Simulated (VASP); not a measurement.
# C (P4/mmm) in VASP: further runs

One crystal, C, is run at these levels: PBE, RPBE, PBE+rVV10; tasks: relaxation of cell and atoms, relaxation of the atoms.

All numbers are computed with VASP 6.6.1; they aren't measurements. Logs are shortened: lines on timing, memory, paths and dates and some standing lists are left out, and cuts for length are marked.

### 1 The crystal as given

The structure is tetragonal, space group P4/mmm (No. 123). Conventional cell: a = 4.255 Å, b = 4.255 Å, c = 1.282 Å, α = 90.00°, β = 90.00°, γ = 90.00°. C (site symmetry 4/mmm) is surrounded by 2 C at 1.28 Å.

The cell was built by a generator and needn't be a form met in nature.

### 2 Relaxation of cell and atoms, PBE

File INCAR:

```
PREC = Accurate
ENCUT = 600
EDIFF = 1E-6
ISMEAR = 0
SIGMA = 0.05
LREAL = F
LASPH = T
NELM = 80
ALGO = Fast
ISIF = 3
LWAVE = F
LCHARG = F
GGA = PE
IBRION = 2
NSW = 40
EDIFFG = -0.01
```

File KPOINTS:

```
regular mesh
0
Gamma
  6 6 20
```

File POSCAR:

```
C
1.0
    4.2551700000      0.0000000000      0.0000000000
    0.0000000000      4.2551700000      0.0000000000
    0.0000000000      0.0000000000      1.2822900000
C
1
Direct
    0.5000000000      0.5000000000      0.5000000000
```

Potentials or basis: VASP PAW PBE potentials, release 64 (C).

Run with:

```sh
> cat potpaw_PBE.64/C/POTCAR > POTCAR
> mpirun -np 1 vasp_std > vasp.out
```

OUTCAR:

```text
PREC = Accurate
   ENCUT = 600
   EDIFF = 1E-6
   ISMEAR = 0
   LREAL = F
   LASPH = T
   NELM = 80
   ISIF = 3
   GGA = PE
   IBRION = 2
   NSW = 40
   EDIFFG = -0.01

 ion  position               nearest neighbor table
   1  0.500  0.500  0.500-

  LATTYP: Found a simple tetragonal cell.
 ALAT       =     4.2551700000
 C/A-ratio  =     0.3013487123

  Lattice vectors:

 A1 = (   4.2551700000,   0.0000000000,   0.0000000000)
 A2 = (   0.0000000000,   4.2551700000,   0.0000000000)
 A3 = (   0.0000000000,   0.0000000000,   1.2822900000)

Analysis of symmetry for initial positions (statically):
=====================================================================
 Subroutine PRICEL returns:
 Original cell was already a primitive cell.

 Routine SETGRP: Setting up the symmetry group for a
 simple tetragonal supercell.

 Subroutine GETGRP returns: Found 16 space group operations
 (whereof 16 operations were pure point group operations)
 out of a pool of 16 trial point group operations.

The static configuration has the point symmetry D_4h.

Analysis of symmetry for dynamics (positions and initial velocities):
=====================================================================
 Subroutine PRICEL returns:
 Original cell was already a primitive cell.

 Routine SETGRP: Setting up the symmetry group for a
 simple tetragonal supercell.

 Subroutine GETGRP returns: Found 16 space group operations
 (whereof 16 operations were pure point group operations)
 out of a pool of 16 trial point group operations.

The dynamic configuration has the point symmetry D_4h.

 Subroutine INISYM returns: Found 16 space group operations
 (whereof 16 operations are pure point group operations),
 and found     1 'primitive' translations

----------------------------------------------------------------------------------------

                                     Primitive cell

  volume of cell :      23.2177

  direct lattice vectors                    reciprocal lattice vectors
     4.255170000  0.000000000  0.000000000     0.235008237  0.000000000  0.000000000
     0.000000000  4.255170000  0.000000000     0.000000000  0.235008237  0.000000000
     0.000000000  0.000000000  1.282290000     0.000000000  0.000000000  0.779854791

  length of vectors
     4.255170000  4.255170000  1.282290000     0.235008237  0.235008237  0.779854791

  position of ions in fractional coordinates (direct lattice)
     0.500000000  0.500000000  0.500000000

  ion indices of the primitive-cell ions
   primitive index   ion index
                 1           1

----------------------------------------------------------------------------------------

 KPOINTS: regular mesh

Automatic generation of k-mesh.
 Grid dimensions read from file:
 generate k-points for:    6    6   20

 Generating k-lattice:

  Cartesian coordinates                     Fractional coordinates (reciprocal lattice)
     0.039168040  0.000000000  0.000000000     0.166666667  0.000000000  0.000000000
     0.000000000  0.039168040  0.000000000     0.000000000  0.166666667  0.000000000
     0.000000000  0.000000000  0.038992740     0.000000000  0.000000000  0.050000000

  Length of vectors
     0.039168040  0.039168040  0.038992740

  Shift w.r.t. Gamma in fractional coordinates (k-lattice)
     0.000000000  0.000000000  0.000000000

 Subroutine IBZKPT returns following result:
 ===========================================

 Found    110 irreducible k-points:

 Following reciprocal coordinates:
            Coordinates               Weight
  0.000000  0.000000  0.000000      1.000000
  0.166667  0.000000  0.000000      4.000000
  0.333333  0.000000  0.000000      4.000000
  0.500000  0.000000  0.000000      2.000000
  0.166667  0.166667  0.000000      4.000000
  0.333333  0.166667  0.000000      8.000000
[... 16 lines left out ...]
  0.333333  0.000000  0.100000      8.000000
  0.500000  0.000000  0.100000      4.000000
 [... further k-points ...]
   k-points           NKPTS =    110   k-points in BZ     NKDIM =    110   number of bands    NBANDS=      6
   number of dos      NEDOS =    301   number of ions     NIONS =      1
   total plane-waves  NPLWV =  12960
   dimension x,y,z NGX =    36 NGY =   36 NGZ =   10
   dimension x,y,z NGXF=    72 NGYF=   72 NGZF=   20
   ions per type =               1
   NGX,Y,Z   is equivalent  to a cutoff of  14.06, 14.06, 12.96 a.u.
   NGXF,Y,Z  is equivalent  to a cutoff of  28.13, 28.13, 25.93 a.u.
 SYSTEM =  unknown system
   PREC   = accura    normal or accurate (medium, high low for compatibility)
   ISTART =      0    job   : 0-new  1-cont  2-samecut
   ICHARG =      2    charge: 1-file 2-atom 10-const
   ISPIN  =      1    spin polarized calculation?
   LNONCOLLINEAR =      F non collinear calculations
   LSORBIT =      F    spin-orbit coupling
   LASPH  =      T    aspherical Exc in radial PAW
   ENCUT  =  600.0 eV  44.10 Ry    6.64 a.u.   8.50  8.50  2.56*2*pi/ulx,y,z
   NELM   =     80;   NELMIN=  2; NELMDL= -5     # of ELM steps
   EDIFF  = 0.1E-05   stopping-criterion for ELM
   LREAL  =      F    real-space projection
   EDIFFG = -.1E-01   stopping-criterion for IOM
   NSW    =     40    number of steps for IOM
   IBRION =      2    ionic relax: 0-MD 1-quasi-New 2-CG
   NFREE  =      1    steps in history (QN), initial steepest desc. (CG)
   ISIF   =      3    stress and relaxation
   ISYM   =      2    0-nonsym 1-usesym 2-fastsym
   POTIM  = 0.5000    time-step for ionic-motion
   TEBEG  =    0.0;   TEEND  =   0.0 temperature during run
   PSTRESS=    0.0 pullay stress
   NELECT =       4.0000    total number of electrons
   NUPDOWN=      -1.0000    fix difference up-down
   EMIN   =  10.00;   EMAX   =-10.00  energy-range for DOS
   EFERMI =   0.00;   METHOD = LEGACY
   ISMEAR =     0;   SIGMA  =   0.05  broadening in eV -4-tet -1-fermi 0-gaus
   EFERMI_NEDOS =   21; number of points for ismear=-14 and -15
   IALGO  =     68    algorithm
   IMIX   =      4    mixing-type and parameters
     AMIX     =   0.40;   BMIX     =  1.00
     AMIX_MAG =   1.60;   BMIX_MAG =  1.00
  volume/ion in A,a.u.               =      23.22       156.68
  Fermi-wavevector in a.u.,A,eV,Ry     =   0.910937  1.721420 11.290188  0.829805
  Thomas-Fermi vector in A             =   2.035157
   LORBIT       =      0    0 simple, 1 ext, 2 COOP (PROOUT), +10 PAW based schemes
   GGA     = PE    functional components
   LHFCALC =     F    Hartree Fock is set to
   AEXX    =    0.0000 exact exchange contribution
   IVDW    =     0    specifies the selected vdW correction
   LEPSILON=     F    determine dielectric tensor
   LRPA    =     F    only Hartree local field effects (RPA)
 conjugate gradient relaxation of ions
 non-spin polarized calculation
 RMM-DIIS sequential band-by-band and
 Gauss-broadening in eV      SIGMA  =   0.05
  energy-cutoff  :      600.00
  volume of cell :       23.22
 maximum number of plane-waves:       793
 NGX is ok and might be reduce to    36
   NGX = 17   NGY = 17   NGZ =  5

--------------------------------------- Ionic step        1  -------------------------------------------

 number of electron       3.9999999 magnetization

 Free energy of the ion-electron system (eV)
  ---------------------------------------------------
  ext. energy  EPLUGINS =         0.00000000
  ---------------------------------------------------
  free energy    TOTEN  =        -8.20830169 eV

  energy without entropy =       -8.20796102  energy(sigma->0) =       -8.20813135

------------------------ aborting loop because EDIFF is reached ----------------------------------------

  FORCE on cell =-STRESS in cart. coord.  units (eV):
  Direction    XX          YY          ZZ          XY          YZ          ZX
  --------------------------------------------------------------------------------------
  -------------------------------------------------------------------------------------
  Total       -0.0927972     -0.0927972      0.1500775      0.0000000     -0.0000000      0.0000000
  in kB       -6.4036191     -6.4036191     10.3563365      0.0000000     -0.0000000      0.0000000
  external PRESSURE =      -0.8169672 kB  Pullay stress =       0.0000000 kB
[... 86 lines left out ...]
  FREE ENERGIE OF THE ION-ELECTRON SYSTEM (eV)
  ---------------------------------------------------
  free  energy   TOTEN  =        -8.2085713738 eV

  energy  without entropy=       -8.2082460900  energy(sigma->0) =       -8.20840873

 E-fermi :   0.2597     XC(G=0):  -7.9415

 val. band max:        0.0509193125   @ k =   0.5000   0.3333   0.2500
 cond. band min:       0.4969581855   @ k =   0.1667   0.1667   0.2500
 fundamental gap:      0.4460388731
 Fermi energy:         0.2596895367

 k-point     1 :       0.0000    0.0000    0.0000
  band No.  band energies     occupation
      1     -16.2566      2.00000
      2      -4.3103      2.00000
      3      -4.3103      2.00000
      4       5.0514      0.00000
      5       9.9903      0.00000
      6      18.6004      0.00000
[... 199 lines left out ...]
 k-point    24 :       0.5000    0.0000    0.1000
  band No.  band energies     occupation
      1     -15.4630      2.00000
      2      -5.0701      2.00000
      3      -3.2945      2.00000
      4       9.3938      0.00000
      5       9.9820      0.00000
      6      14.6228      0.00000

 [... further k-points ...]

[... ionic steps 4 to 11 ...]

--------------------------------------- Ionic step       12  -------------------------------------------

 number of electron       4.0000000 magnetization

------------------------ aborting loop because EDIFF is reached ----------------------------------------
[... 65 lines left out ...]
--------------------------------------- Ionic step       14  -------------------------------------------

 number of electron       4.0000000 magnetization

 Free energy of the ion-electron system (eV)
  ---------------------------------------------------
  ext. energy  EPLUGINS =         0.00000000
  ---------------------------------------------------
  free energy    TOTEN  =        -8.24045899 eV

  energy without entropy =       -8.24045899  energy(sigma->0) =       -8.24045899

 E-fermi :  -0.0103     XC(G=0):  -7.6881

 val. band max:       -0.2056897415   @ k =   0.5000   0.3333   0.2500
 cond. band min:       0.1873902661   @ k =   0.1667   0.1667   0.2500
 fundamental gap:      0.3930800076
 Fermi energy:        -0.0103031827

 k-point     1 :       0.0000    0.0000    0.0000
  band No.  band energies     occupation
      1     -16.4898      2.00000
      2      -4.6943      2.00000
      3      -4.6943      2.00000
      4       4.5931      0.00000
      5       9.4991      0.00000
      6      17.5524      0.00000
[... 199 lines left out ...]
 k-point    24 :       0.5000    0.0000    0.1000
  band No.  band energies     occupation
      1     -15.7497      2.00000
      2      -5.2350      2.00000
      3      -3.7009      2.00000
      4       8.8072      0.00000
      5       9.3208      0.00000
      6      13.9243      0.00000

 [... further k-points ...]
[... 5 lines left out ...]
  --------------------------------------------------------------------------------------
  -------------------------------------------------------------------------------------
  Total       -0.0002587     -0.0002587      0.0094101      0.0000000      0.0000000      0.0000000
  in kB       -0.0268114     -0.0268114      0.9750778      0.0000000      0.0000000      0.0000000
  external PRESSURE =       0.3071517 kB  Pullay stress =       0.0000000 kB
[... 16 lines left out ...]
  FREE ENERGIE OF THE ION-ELECTRON SYSTEM (eV)
  ---------------------------------------------------
  free  energy   TOTEN  =        -8.2404589893 eV

  energy  without entropy=       -8.2404589891  energy(sigma->0) =       -8.24045899

 reached required accuracy - stopping structural energy minimisation
```

Wall time 49 s (1 thread of Intel Xeon 6975P-C (Granite Rapids), shared host); peak memory 0.15 GiB.

What came out:

| Property | Result |
| --- | --- |
| Free energy | -8.2405 eV |
| Relaxed volume | 15.46 Å³/atom |
| Relaxed cell | a = 3.472 Å, b = 3.472 Å, c = 1.283 Å, α = 90.00°, β = 90.00°, γ = 90.00° |
| Space group after relaxing (to 0.05 Å) | P4/mmm (No. 123) |
| Energy gained by relaxing | 32.2 meV/atom |
| Ionic steps | 14 |
| Pressure after relaxing | 0.0 GPa |
| Band gap on the k mesh | none (metal or under the smearing width) |

The path:
```tsv
step	energy change (eV)	largest force (eV/Å)	pressure (GPa)	volume (Å³)
1	0.0000	0.0000	-0.08	23.22
2	0.0013	0.0000	-2.10	23.18
3	-0.0003	0.0000	-0.68	23.21
4	-0.0012	0.0000	-0.72	22.97
5	-0.0041	0.0000	-0.70	22.26
6	-0.0104	0.0000	-0.91	20.89
7	-0.0235	0.0000	-0.63	18.27
8	-0.0225	0.0000	1.05	13.56
9	-0.0303	0.0000	-0.42	16.57
10	-0.0309	0.0000	0.26	14.68
11	-0.0321	0.0000	-0.15	15.62
12	-0.0322	0.0000	-0.04	15.46
13	-0.0286	0.0000	3.21	15.45
14	-0.0322	0.0000	0.03	15.46
```

Final structure:
```
C
1.0
     3.47163    0.00000    0.00000
     0.00000    3.47163    0.00000
     0.00000    0.00000    1.28292
C
1
Direct
  0.50000 0.50000 0.50000
```

Caveat: the volume moved by over 15 % at a fixed basis, so the end points are rough.

[end of part 1 of 2]
